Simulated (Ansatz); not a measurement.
ZnTe:
```yaml
crystal:
  lattice:
    - [0.00000, 3.08957, 3.08957]
    - [3.08957, 0.00000, 3.08957]
    - [3.08957, 3.08957, 0.00000]
  atoms:
    - { symbol: Zn, position: [0.50000, 0.50000, 0.50000] }
    - { symbol: Te, position: [0.75000, 0.75000, 0.75000] }
```

Relaxed with PBE. Special points in fractions of this cell's reciprocal vectors: Γ (0.000, 0.000, 0.000); X (0.500, 0.000, 0.500); U (0.625, 0.250, 0.625); K (0.375, 0.375, 0.750); L (0.500, 0.500, 0.500); W (0.500, 0.250, 0.750).

Q: List the band energies nearest the valence-band maximum at these points for PBE (plane waves, PAW; program Ansatz).

A: In eV from the valence-band maximum; about four levels below and three above (degenerate sets whole), none deeper than 8.9 eV; points with the same levels are listed once.

| k | below | above |
|---|---|---|
| Γ | -6.56 -6.56 0.00 0.00 0.00 | 1.07 4.44 4.44 4.44 |
| X | -6.37 -4.81 -2.04 -2.04 | 2.30 2.50 9.58 9.58 |
| U | -6.33 -4.69 -2.88 -1.69 | 2.71 4.70 7.62 |
| L | -6.42 -4.93 -0.84 -0.84 | 1.73 5.09 5.09 |
| W | -6.30 -4.67 -2.66 -2.43 | 4.38 4.88 5.75 |

Space group F-43m (zinc blende). The PBE relaxation kept the symmetry of its start. Scalar-relativistic: spin–orbit coupling is off unless named, which matters more the heavier the elements.

Potentials: the earlier of the program's two PAW sets.
